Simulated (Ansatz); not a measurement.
Steps from a short run of molecular dynamics on a 1×1×1 supercell (4 atoms) of CSi (ordering on diamond), relaxed with r2SCAN; forces from r2SCAN in the PAW code Ansatz, 6×6×6 mesh, Fermi-Dirac smearing of 0.190 eV, constant energy and volume (NVE), started at 2200 K. Computed, non-magnetic; the trajectory is short and the cell small, so nothing here is a converged average. The structure comes from a prototype and may be hypothetical.

Cell vectors in Å:
```
 1.5416  0.8900  5.3212
-1.5416  0.8900  5.3212
 0.0000 -1.7801  5.3212
```

Question: At 3 fs positions (Å), velocities (Å/fs) and forces (eV/Å) are
```
C  -0.0059 -0.0273  7.2266   -0.0018 -0.0087  0.0170    0.2136  0.4081 -1.8370
Si -0.0073  0.0010 14.8010   -0.0024  0.0006  0.0086    0.0714  0.5230 -1.0841
Si  0.0112 -0.0038  1.1470    0.0036 -0.0014 -0.0135   -0.2326 -0.3062  1.8253
C  -0.0032  0.0339  8.7736   -0.0011  0.0107 -0.0055   -0.0523 -0.6249  1.0958
```
Where are the atoms one step (1.5 fs) later, and what forces do they feel?

Answer:
```
C  -0.0084 -0.0401  7.2504    0.2561  0.5101 -2.6522
Si -0.0109  0.0021 14.8135    0.0859  0.7204 -1.5486
Si  0.0166 -0.0060  1.1275   -0.2833 -0.3764  2.6273
C  -0.0049  0.0494  8.7664   -0.0587 -0.8541  1.5735
```
The temperature goes from 1866.5 to 1507.2 K.

Question: At 15 fs the positions in Å are
```
C   -0.011  -0.096   7.253
Si  -0.034   0.030  14.853
Si   0.047  -0.031   1.071
C   -0.020   0.099   8.804
```
What are the forces, and how far does the free energy (smearing included) lie above that of step 0, with the atoms on their sites?

Answer: 156.5 meV an atom; forces in eV/Å:
```
C    0.402   1.054  -2.144
Si   0.155   1.066  -3.108
Si  -0.474  -0.580   4.900
C   -0.083  -1.539   0.352
```

Question: At 27 fs the positions in Å are
```
C    0.034  -0.062   7.066
Si  -0.052   0.096  14.780
Si   0.057  -0.082   1.193
C   -0.047   0.029   8.876
```
What are the forces, and how far does the free energy (smearing included) lie above that of step 0, with the atoms on their sites?

Answer: 79.1 meV an atom; forces in eV/Å:
```
C    0.372  -0.271   2.131
Si   0.264  -1.501   0.515
Si  -0.670   0.705  -0.825
C    0.034   1.067  -1.821
```

Question: At 30 fs positions (Å), velocities (Å/fs) and forces (eV/Å) are
```
C   0.0544 -0.0476  7.0408    0.0068  0.0038 -0.0054   -0.2246 -0.9286  2.6273
Si -0.0537  0.1069 14.7570   -0.0006  0.0026 -0.0070    0.1188 -1.9678  1.3479
Si  0.0537 -0.0933  1.2303   -0.0013 -0.0032  0.0114   -0.1056  1.3275 -2.1136
C  -0.0545  0.0159  8.8679   -0.0023 -0.0025 -0.0050    0.2114  1.5689 -1.8616
```
Where are the atoms one step (1.5 fs) later, and what forces do they feel?

Answer:
```
C   0.0644 -0.0428  7.0350   -0.5882 -1.1810  2.7734
Si -0.0546  0.1100 14.7470    0.0456 -2.0727  1.6426
Si  0.0518 -0.0975  1.2466    0.2480  1.5714 -2.6085
C  -0.0578  0.0136  8.8587    0.2946  1.6823 -1.8076
```
The temperature goes from 947.2 to 747.0 K.

Question: At 36 fs positions (Å), velocities (Å/fs) and forces (eV/Å) are
```
C   0.0855 -0.0421  7.0484    0.0025 -0.0024  0.0081   -1.3966 -1.3869  2.8092
Si -0.0573  0.1099 14.7254   -0.0006 -0.0016 -0.0033   -0.0548 -1.8510  2.0344
Si  0.0481 -0.1026  1.2823   -0.0001  0.0003  0.0054    1.0421  1.7844 -3.5261
C  -0.0641  0.0250  8.8123   -0.0007  0.0054 -0.0130    0.4092  1.4536 -1.3174
```
Where are the atoms one step (1.5 fs) later, and what forces do they feel?

Answer:
```
C   0.0880 -0.0469  7.0632   -1.4351 -1.2303  2.6293
Si -0.0582  0.1068 14.7212   -0.0357 -1.6127  2.0076
Si  0.0483 -0.1015  1.2890    1.0847  1.6395 -3.6404
C  -0.0648  0.0344  8.7916    0.3862  1.2035 -0.9965
```
The temperature goes from 604.7 to 742.3 K.

Question: At 39 fs the positions in Å are
```
C    0.088  -0.054   7.083
Si  -0.059   0.103  14.719
Si   0.049  -0.099   1.293
C   -0.065   0.046   8.769
```
What are the forces, and how far does the free energy (smearing included) lie above that of step 0, with the atoms on their sites?

Answer: 123.5 meV an atom; forces in eV/Å:
```
C   -1.335  -0.967   2.295
Si   0.004  -1.310   1.909
Si   0.999   1.390  -3.652
C    0.332   0.886  -0.553
```
